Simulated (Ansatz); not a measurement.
Task: a relaxation of cell and ions of C, space group Cmmm, with the Python package of Ansatz (0.2.0). Give the script and its output. Level of theory: PBEsol, PAW, cutoff 463 eV, 6×6×9 k-points, Gaussian smearing of 0.1 eV.

```yaml
crystal:
  lattice:
    - [2.11521, -4.35931, 0.00000]
    - [2.11521, 4.35931, 0.00000]
    - [0.00000, 0.00000, 2.49960]
  atoms:
    - { symbol: C, position: [0.64822, 0.98139, 0.00000] }
    - { symbol: C, position: [0.35178, 0.01861, 0.00000] }
    - { symbol: C, position: [0.01861, 0.35178, 0.00000] }
    - { symbol: C, position: [0.98139, 0.64822, 0.00000] }
    - { symbol: C, position: [0.40473, 0.22637, 0.50000] }
    - { symbol: C, position: [0.59527, 0.77363, 0.50000] }
    - { symbol: C, position: [0.77363, 0.59527, 0.50000] }
    - { symbol: C, position: [0.22637, 0.40473, 0.50000] }
```

Script `vcrelax.py`:
```python
"""Cell relaxation of C."""

import json

import ansatz as az
from ase import Atoms
from ase.io import write
import numpy as np

def edges_and_angles(cell):
    cell = np.asarray(cell)
    a, b, c = np.linalg.norm(cell, axis=1)
    cosines = cell[1] @ cell[2] / (b * c), cell[0] @ cell[2] / (a * c), cell[0] @ cell[1] / (a * b)
    return (a, b, c, *np.degrees(np.arccos(cosines)))


def main() -> None:
    vectors = np.array([
        [2.115211, -4.359311, 0.0],
        [2.115211, 4.359311, 0.0],
        [0.0, 0.0, 2.499596],
    ])
    structure = (
        az.Lattice.of(vectors)
        .atom("C", [0.648215, 0.981391, 0.0])
        .atom("C", [0.351785, 0.018609, 0.0])
        .atom("C", [0.018609, 0.351785, 0.0])
        .atom("C", [0.981391, 0.648215, 0.0])
        .atom("C", [0.404729, 0.226375, 0.5])
        .atom("C", [0.595271, 0.773625, 0.5])
        .atom("C", [0.773625, 0.595271, 0.5])
        .atom("C", [0.226375, 0.404729, 0.5])
    )

    # edges free, angles fixed
    setup = (
        structure.calculation()
        .occupations("Gaussian")
        .kpoints(length=22)
        .functional("pbesol")
        .basis(34 * az.Ry)
        .relax(fix_cell=["angles"])
    )
    res = setup.run(threads=1, pin="off", events_out="c.ndjson")
    with open("c.ndjson") as stream:
        events = [json.loads(line) for line in stream]
    steps = [e["data"] for e in events if e["event"] == "relax_step"]
    rep = res.report
    print("step   energy (eV)     max comp. (eV/A)   P (GPa)  SCF")
    for s in steps:
        print(f"{s['step']:4d} {s['lagrangian_ev']:15.5f} {s['allowed_force_max_ev_ang']:12.4f} {s['pressure_gpa']:10.3f} {s['n_scf']:5d}")

    first, last = steps[0], steps[-1]
    symbols = [site.symbol for site in res.lattice.sites]
    print(f"energy gained {first['lagrangian_ev'] - last['lagrangian_ev']:.4f} eV in {len(steps) - 1} steps")
    for label, vectors in (("before", first["cell_ang"]), ("after", res.lattice.cell_ang)):
        print(label, "a b c (A) {:.4f} {:.4f} {:.4f}  angles {:.2f} {:.2f} {:.2f}".format(*edges_and_angles(vectors)), f" V = {abs(np.linalg.det(vectors)):.3f} A^3")
    print("final stress xx yy zz (GPa, compression positive):", np.round(np.diag(rep["stress_gpa"]), 3) + 0.0)

    relaxed = Atoms(symbols, positions=[site.position_ang for site in res.lattice.sites], cell=res.lattice.cell_ang, pbc=True)
    write("relaxed.cif", relaxed, format="cif")

    print("relaxed fractional positions")
    for site in res.lattice.sites:
        print(f"  {site.symbol:2s}", " ".join(f"{v % 1:8.5f}" for v in np.round(site.position_frac, 5)))

    for key in ("converged", "n_iterations", "n_electrons", "n_kpoints", "n_pw", "n_symmetry_ops", "free_energy_ev", "fermi_energy_ev"):
        print(f"{key:18s} {rep[key]}")


if __name__ == "__main__":
    main()
```

`python vcrelax.py` gives:
```text
step   energy (eV)     max comp. (eV/A)   P (GPa)  SCF
   1     -1972.28410       0.0424      0.715     6
   2     -1972.28430       0.0177      0.283     6
   3     -1972.28431       0.0013     -0.011     6
   4     -1972.28431       0.0007     -0.004     7
   5     -1972.28440       0.0007      0.001     7
energy gained 0.0003 eV in 4 steps
before a b c (A) 4.8454 4.8454 2.4996  angles 90.00 90.00 128.23  V = 46.097 A^3
after a b c (A) 4.8475 4.8475 2.5012  angles 90.00 90.00 128.23  V = 46.168 A^3
final stress xx yy zz (GPa, compression positive): [ 0.062 -0.04  -0.021]
relaxed fractional positions
  C   0.64826  0.98157  0.00000
  C   0.35174  0.01843  0.00000
  C   0.01843  0.35174  0.00000
  C   0.98157  0.64826  0.00000
  C   0.40458  0.22613  0.50000
  C   0.59542  0.77387  0.50000
  C   0.77387  0.59542  0.50000
  C   0.22613  0.40458  0.50000
converged          True
n_iterations       7
n_electrons        32.0
n_kpoints          65
n_pw               1065
n_symmetry_ops     8
free_energy_ev     -1972.28439601555
fermi_energy_ev    14.717749322078033
```

File `relaxed.cif` afterwards:
```cif
data_image0
_chemical_formula_structural       C8
_chemical_formula_sum              "C8"
_cell_length_a       4.847505642815828
_cell_length_b       4.847505642815828
_cell_length_c       2.501237175806653
_cell_angle_alpha    90.0
_cell_angle_beta     90.0
_cell_angle_gamma    128.23311735765148

_space_group_name_H-M_alt    "P 1"
_space_group_IT_number       1

loop_
  _space_group_symop_operation_xyz
  'x, y, z'

loop_
  _atom_site_type_symbol
  _atom_site_label
  _atom_site_symmetry_multiplicity
  _atom_site_fract_x
  _atom_site_fract_y
  _atom_site_fract_z
  _atom_site_occupancy
  C   C1        1.0  0.6482551864173238  0.9815732312505593  1.375161508564725e-20  1.0000
  C   C2        1.0  0.3517448135826761  0.018426768749440665  0.0  1.0000
  C   C3        1.0  0.018426768749440672  0.3517448135826761  1.3751615085647196e-20  1.0000
  C   C4        1.0  0.9815732312505594  0.6482551864173238  0.0  1.0000
  C   C5        1.0  0.404584519750026  0.22613381680818445  0.49999999999999994  1.0000
  C   C6        1.0  0.5954154802499738  0.7738661831918154  0.49999999999999994  1.0000
  C   C7        1.0  0.7738661831918154  0.5954154802499738  0.49999999999999994  1.0000
  C   C8        1.0  0.22613381680818448  0.404584519750026  0.49999999999999994  1.0000
```

Total energies depend on the potentials; only differences at equal settings carry meaning. A total without «per atom» is that of the cell as typed. The Fermi level of a run with fixed occupations marks the highest occupied state on its mesh, not mid-gap. An absolute Fermi energy rests on an arbitrary zero of the periodic potential and has no direct meaning. Energies along a relaxation are free energies. Rows at an unchanged volume are solved on a plane-wave basis chosen afresh for that cell, so the energy jumps there and such rows are no steps of the walk. Edges and angles are those of the cell as typed, here a primitive one, not of the conventional cell. An opening on this mesh may only mean that it misses a point where bands touch. This isn't the structure that C takes at ambient conditions. Timing: 15 s on 1 thread of Intel(R) Xeon(R) Processor @ 2.30GHz (shared host), peak memory 0.59 GiB.
